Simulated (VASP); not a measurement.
# CdSe (Cadmoselite) (P6_3mc) in VASP: notebook, part 2 of 2

VASP 6.6.1. The steps go on from the part before.

## Step 3: Relaxation of cell and atoms, AM05

This run uses another cell than the first one, of 28.61 Å³/atom, 1.018 times its volume.

INCAR

```
SYSTEM = CdSe
PREC = Accurate
ENCUT = 600
EDIFF = 1E-7
ISMEAR = 0
SIGMA = 0.03
LREAL = .False.
LASPH = .True.
NELM = 80
ALGO = Normal
ISIF = 3
LWAVE = .False.
LCHARG = .False.
GGA = AM
IBRION = 2
NSW = 90
EDIFFG = -0.005
```

KPOINTS

```
Automatic mesh
0
Gamma
  9 9 4
  0 0 0
```

POSCAR

```
CdSe                                    
1.0
    4.3258260317      0.0000000000      0.0000000000
   -2.1629130159      3.7462752359      0.0000000000
    0.0000000000      0.0000000000      7.0608257894
  Cd              Se            
     2     2
Direct
     0.3333333332999970    0.6666666667000030    0.0047420736193858
     0.6666666667000030    0.3333333332999970    0.5047420736193857
     0.3333333332999970    0.6666666667000030    0.3802579263806121
     0.6666666667000030    0.3333333332999970    0.8802579263806123
```

Potentials or basis: VASP PAW PBE potentials, release 64 (Cd, Se).

Command:

```bash
cat potpaw_PBE.64/Cd/POTCAR potpaw_PBE.64/Se/POTCAR > POTCAR
mpirun -np 1 vasp_std > vasp.out
```

Run time: 73 s. Hardware: 1 thread of Intel Xeon 6975P-C (Granite Rapids), shared host; peak memory 0.32 GiB.

Results (log left out):

- Free energy: -11.3949 eV
- Relaxed volume: 28.59 Å³/atom
- Relaxed cell: a = 4.325 Å, b = 4.325 Å, c = 7.061 Å, α = 90.00°, β = 90.00°, γ = 120.00°
- Space group after relaxing (to 0.05 Å): P6_3mc (No. 186)
- Energy gained by relaxing: 0.0 meV/atom
- Ionic steps: 2
- Pressure after relaxing: 0.0 GPa
- Band gap on the k mesh: 0.61 eV, direct

Forces on the atoms (eV/Å):
```
Cd   0.000  0.000 -0.002
Cd   0.000  0.000 -0.002
Se   0.000  0.000  0.002
Se   0.000  0.000  0.002
```

Final structure:
```
CELL_PARAMETERS angstrom
4.32476 0.00000 0.00000
-2.16238 3.74535 0.00000
0.00000 0.00000 7.06128
ATOMIC_POSITIONS crystal
Cd 0.33333 0.66667 0.00469
Cd 0.66667 0.33333 0.50469
Se 0.33333 0.66667 0.38031
Se 0.66667 0.33333 0.88031
```

Levels at points of the mesh, in eV from the valence-band top:
| k point | band 16 | band 17 | band 18 | band 19 | band 20 | band 21 |
| --- | --- | --- | --- | --- | --- | --- |
| (0.00, 0.00, 0.00) | -0.05 | 0.00 | 0.00 | 0.61 | 2.16 | 5.83 |
| (0.00, 0.00, 0.50) | -0.39 | -0.39 | -0.39 | 2.32 | 2.32 | 5.82 |

Caveat: the PAW data sets were made with another functional, which shifts forces and pressure a little.

## Step 4: Relaxation of cell and atoms, LDA

INCAR

```
SYSTEM = CdSe
PREC = Accurate
ENCUT = 600
EDIFF = 1E-6
ISMEAR = 0
SIGMA = 0.03
LREAL = .False.
LASPH = .True.
NELM = 80
ALGO = Normal
ISIF = 3
LWAVE = .False.
LCHARG = .False.
IBRION = 2
NSW = 90
EDIFFG = -0.01
KPAR = 2
```

KPOINTS

```
regular mesh
0
Gamma
  9 9 4
  0 0 0
```

POSCAR

```
CdSe
1.0
    4.3000000000      0.0000000000      0.0000000000
   -2.1500000000      3.7239092363      0.0000000000
    0.0000000000      0.0000000000      7.0200000000
Cd Se
2 2
Direct
    0.3333333333      0.6666666667      0.0000000000
    0.6666666667      0.3333333333      0.5000000000
    0.3333333333      0.6666666667      0.3850000000
    0.6666666667      0.3333333333      0.8850000000
```

Potentials or basis: VASP PAW LDA potentials, release 64 (Cd, Se).

Command:

```bash
cat potpaw_LDA.64/Cd/POTCAR potpaw_LDA.64/Se/POTCAR > POTCAR
mpirun -np 2 vasp_std > vasp.out
```

Run time: 2.6 min. Hardware: 2 MPI ranks of Intel Xeon Platinum 8559C (Emerald Rapids), shared host; peak memory 0.27 GiB.

It converged, with:

| Item | Value |
| --- | --- |
| Free energy | -13.5200 eV |
| Relaxed volume | 27.32 Å³/atom |
| Relaxed cell | a = 4.257 Å, b = 4.257 Å, c = 6.962 Å, α = 90.00°, β = 90.00°, γ = 120.00° |
| Space group after relaxing (to 0.05 Å) | P6_3mc (No. 186) |
| Energy gained by relaxing | 8.4 meV/atom |
| Ionic steps | 9 |
| Pressure after relaxing | 0.0 GPa |
| Largest force after relaxing | 0.006 eV/Å |
| Band gap on the k mesh | 0.48 eV, direct |

Forces on the atoms (eV/Å):
```
Cd   0.000  0.000  0.006
Cd   0.000  0.000  0.006
Se   0.000  0.000 -0.006
Se   0.000  0.000 -0.006
```

Step by step:
| step | energy change (eV) | largest force (eV/Å) | pressure (GPa) | volume (Å³) |
| --- | --- | --- | --- | --- |
| 1 | 0.0000 | 0.2652 | -1.41 | 112.41 |
| 2 | -0.0282 | 0.0862 | 0.47 | 108.42 |
| 3 | -0.0286 | 0.1087 | 0.26 | 108.80 |
| 4 | -0.0306 | 0.0379 | -0.01 | 109.27 |
| 5 | -0.0306 | 0.0275 | -0.03 | 109.33 |
| 6 | -0.0318 | 0.0266 | -0.06 | 109.41 |
| 7 | -0.0332 | 0.0224 | -0.18 | 109.63 |
| 8 | -0.0333 | 0.0105 | 0.18 | 108.93 |
| 9 | -0.0335 | 0.0056 | 0.01 | 109.26 |

Final structure:
```xyz
4
Lattice="4.2570 0.0000 0.0000 -2.1285 3.6867 0.0000 0.0000 0.0000 6.9620" Properties=species:S:1:pos:R:3 pbc="T T T"
Cd    0.0000    2.4578    0.0337
Cd    2.1285    1.2289    3.5147
Se    0.0000    2.4578    2.6467
Se    2.1285    1.2289    6.1276
```

Levels at points of the mesh, in eV from the valence-band top:
```csv
k point,band 14,band 15,band 16,band 17,band 18,band 19,band 20,band 21,band 22
"(0.00, 0.00, 0.00)",-0.82,-0.82,-0.07,0.00,0.00,0.48,2.05,5.72,5.72
"(0.00, 0.00, 0.50)",-2.83,-0.43,-0.43,-0.43,-0.43,2.24,2.24,5.71,5.71
```

## Step 5: Relaxation of cell and atoms, LDA

This run uses another cell than the first one, of 27.32 Å³/atom, 0.972 times its volume.

INCAR: that of step 4 with these lines changed.

```diff
@@ -3,3 +3,3 @@
 ENCUT = 600
-EDIFF = 1E-6
+EDIFF = 1E-7
 ISMEAR = 0
@@ -15,3 +15,3 @@
 NSW = 90
-EDIFFG = -0.01
+EDIFFG = -0.005
 KPAR = 2
```

KPOINTS is that of step 4.

POSCAR

```
CdSe                                    
1.0
    4.2570318221      0.0000000000     -0.0000000000
   -2.1285159111      3.6866977027      0.0000000000
    0.0000000000     -0.0000000000      6.9619602522
  Cd              Se            
     2     2
Direct
     0.3333333332999970    0.6666666667000030    0.0048410174725498
     0.6666666667000030    0.3333333332999970    0.5048410174725496
     0.3333333332999970    0.6666666667000030    0.3801589825274482
     0.6666666667000030    0.3333333332999970    0.8801589825274484
```

Command:

```bash
cat potpaw_LDA.64/Cd/POTCAR potpaw_LDA.64/Se/POTCAR > POTCAR
mpirun -np 2 vasp_std > vasp.out
```

Run time: 48 s. Hardware: 2 MPI ranks of Intel Xeon Platinum 8559C (Emerald Rapids), shared host; peak memory 0.26 GiB.

The run converged. Its results:

| Item | Value |
| --- | --- |
| Free energy | -13.5191 eV |
| Relaxed volume | 27.32 Å³/atom |
| Relaxed cell | a = 4.258 Å, b = 4.258 Å, c = 6.960 Å, α = 90.00°, β = 90.00°, γ = 120.00° |
| Space group after relaxing (to 0.05 Å) | P6_3mc (No. 186) |
| Energy gained by relaxing | 0.0 meV/atom |
| Ionic steps | 2 |
| Pressure after relaxing | 0.0 GPa |
| Band gap on the k mesh | 0.48 eV, direct |

Final structure:
```xyz
4
Lattice="4.2581 0.0000 0.0000 -2.1290 3.6876 0.0000 0.0000 0.0000 6.9598" Properties=species:S:1:pos:R:3 pbc="T T T"
Cd    0.0000    2.4584    0.0340
Cd    2.1290    1.2292    3.5139
Se    0.0000    2.4584    2.6456
Se    2.1290    1.2292    6.1255
```

Levels at points of the mesh, in eV from the valence-band top:
```tsv
k point	band 16	band 17	band 18	band 19	band 20	band 21
(0.00, 0.00, 0.00)	-0.06	0.00	0.00	0.48	2.05	5.72
(0.00, 0.00, 0.50)	-0.43	-0.43	-0.43	2.24	2.24	5.72
```

## Step 6: Relaxation of cell and atoms, PBEsol

INCAR

```
  PREC = Accurate
  ENCUT = 600
  EDIFF = 1E-6
  ISMEAR = 0
  SIGMA = 0.03
  LREAL = False
  LASPH = True
  NELM = 80
  ALGO = Normal
  ISIF = 3
  LWAVE = False
  LCHARG = False
  GGA = PS
  IBRION = 2
  NSW = 90
  EDIFFG = -0.01
  KPAR = 2
```

KPOINTS

```
Automatic mesh
0
Gamma
  9 9 4
```

POSCAR

```
CdSe
1.0
    4.3000000000      0.0000000000      0.0000000000
   -2.1500000000      3.7239092363      0.0000000000
    0.0000000000      0.0000000000      7.0200000000
Cd Se
2 2
Direct
    0.3333333333      0.6666666667      0.0000000000
    0.6666666667      0.3333333333      0.5000000000
    0.3333333333      0.6666666667      0.3850000000
    0.6666666667      0.3333333333      0.8850000000
```

Potentials or basis: VASP PAW PBE potentials, release 64 (Cd, Se).

Command:

```bash
cat potpaw_PBE.64/Cd/POTCAR potpaw_PBE.64/Se/POTCAR > POTCAR
mpirun -np 2 vasp_std > vasp.out
```

Run time: 2.8 min. Hardware: 2 MPI ranks of Intel Xeon Platinum 8488C (Sapphire Rapids), shared host; peak memory 0.32 GiB.

Results (log left out):

| Quantity | Value |
| --- | --- |
| Free energy | -12.3520 eV |
| Relaxed volume | 28.29 Å³/atom |
| Relaxed cell | a = 4.310 Å, b = 4.310 Å, c = 7.035 Å, α = 90.00°, β = 90.00°, γ = 120.00° |
| Space group after relaxing (to 0.05 Å) | P6_3mc (No. 186) |
| Energy gained by relaxing | 4.9 meV/atom |
| Ionic steps | 10 |
| Pressure after relaxing | 0.0 GPa |
| Band gap on the k mesh | 0.53 eV, direct |

The path:
```csv
step,energy change (eV),largest force (eV/Å),pressure (GPa),volume (Å³)
1,0.0000,0.2741,0.45,112.41
2,-0.0159,0.0637,-0.25,113.69
3,-0.0159,0.0681,-0.24,113.67
4,-0.0172,0.0376,0.04,113.06
5,-0.0174,0.0227,0.18,112.78
6,-0.0185,0.0178,0.16,112.85
7,-0.0197,0.0040,0.08,113.00
8,-0.0197,0.0047,0.08,113.00
9,-0.0197,0.0031,-0.06,113.31
10,-0.0198,0.0005,0.01,113.16
```

Final structure:
```
Cd Se
1.0
     4.30969    0.00000    0.00000
    -2.15484    3.73230    0.00000
     0.00000    0.00000    7.03519
Cd Se
2 2
Direct
  0.33333 0.66667 0.00467
  0.66667 0.33333 0.50467
  0.33333 0.66667 0.38033
  0.66667 0.33333 0.88033
```

Levels at points of the mesh, in eV from the valence-band top:
| k point | band 16 | band 17 | band 18 | band 19 | band 20 | band 21 |
| --- | --- | --- | --- | --- | --- | --- |
| (0.00, 0.00, 0.00) | -0.05 | 0.00 | 0.00 | 0.53 | 2.09 | 5.78 |
| (0.00, 0.00, 0.50) | -0.40 | -0.40 | -0.40 | 2.27 | 2.27 | 5.74 |

Caveat: the PAW data sets were made with another functional, which shifts forces and pressure a little. Zero-point motion and thermal expansion aren't in these numbers.

## Step 7: Summary

```csv
level,potentials or basis,gap on the mesh (eV),pressure (GPa),relaxed volume (Å³/atom)
AM05,"VASP PAW PBE potentials, release 64 (Cd, Se)",0.61,0.0,28.59
LDA,"VASP PAW LDA potentials, release 64 (Cd, Se)",0.48,0.0,27.32
PBEsol,"VASP PAW PBE potentials, release 64 (Cd, Se)",0.53,0.0,28.29
```

Alike in all rows: task relaxation of cell and atoms; no spin polarisation; cell relaxed; k mesh 9 × 9 × 4; cutoff (eV) 600; smearing gaussian 0.03 eV.

Caveats: the PAW data sets were made with another functional, which shifts forces and pressure a little (some runs).

Total energies depend on the potentials used, so only differences within one code and one set of settings carry meaning.
